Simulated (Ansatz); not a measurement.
**MoS2 under changes of volume**

One of the cells (31.721 Å³/atom); the others are scaled copies at fixed shape and fractional positions:

```
Mo S
1.0
     3.18454    0.00000    0.00000
    -1.59227    2.75789    0.00000
     0.00000    0.00000   21.67053
Mo S
2 4
Direct
  0.33333 0.66667 0.85116
  0.66667 0.33333 0.14884
  0.66667 0.33333 0.77963
  0.33333 0.66667 0.07725
  0.66667 0.33333 0.92275
  0.33333 0.66667 0.22037
```

```yaml
Program: Ansatz 0.2.0
Functional: PBEsol
Dispersion: D3(BJ)
Potentials_or_basis: Ansatz PAW
Cutoff: "420 eV (not typed: the program's choice for these potentials)"
k_mesh: 10 × 10 × 2
Occupations: fermi-dirac, width 0.05 eV
Spin: no spin polarisation
```

```csv
volume (Å³/atom),energy over the lowest point (meV/atom),gap on the mesh (eV),largest force (eV/Å)
29.817,5.07,1.46,1.018
30.452,0.00,1.43,0.619
31.086,2.58,1.40,0.251
31.721,?,?,?
32.355,27.55,1.35,0.513
32.990,48.57,1.32,0.804
33.624,74.47,1.29,1.074
```

Q: What does the run at 31.721 Å³/atom give?

A: Energy over the lowest point 12.01 meV/atom; gap on the mesh 1.38 eV; largest force 0.198 eV/Å.

Worked out: A Birch-Murnaghan fit of order 3 (a polynomial in V^(-2/3)) to the other rows has its minimum at 30.54 Å³/atom with B0 = V·E''(V) = 91 GPa and B' = 4.4 at fixed shape and positions, which overstates the stiffness. It gives 12.01 meV/atom at 31.721 Å³/atom, against the run's 12.01. A straight line through the other rows of the gap, of slope -1.39 eV per unit of ln V, gives 1.37 eV, against the run's 1.38.

Energies are extrapolated to zero smearing.

Caveats: the PAW data sets come from PBE, with cores solved anew for the run's functional, which leaves a small shift of forces and pressure.

A mesh can miss the band edges. Spin-orbit coupling on Mo is left out.
